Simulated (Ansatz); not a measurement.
Tc:

```
Tc
1.0
     2.74000    0.00000    0.00000
    -1.37000    2.37291    0.00000
     0.00000    0.00000    4.39800
Tc
2
Direct
  0.66667 0.33333 0.75000
  0.33333 0.66667 0.25000
```

Program: Ansatz 0.2.0. Alike in all runs: task single point; potentials or basis all-electron LAPW, scalar-relativistic; no spin polarisation; cell as given; k mesh 11 × 11 × 6; cutoff (eV) 261; basis error allowed 0.001 eV/atom.

Order these runs on this cell by their pressure, lowest first.
A. level PBEsol; smearing fermi-dirac 0.05 eV
B. level LDA; smearing gaussian 0.05 eV
C. level PBE; smearing gaussian 0.1 eV

B (-11.9 GPa), A (-6.6 GPa), C (2.9 GPa).

Not every run made on this cell is shown here.
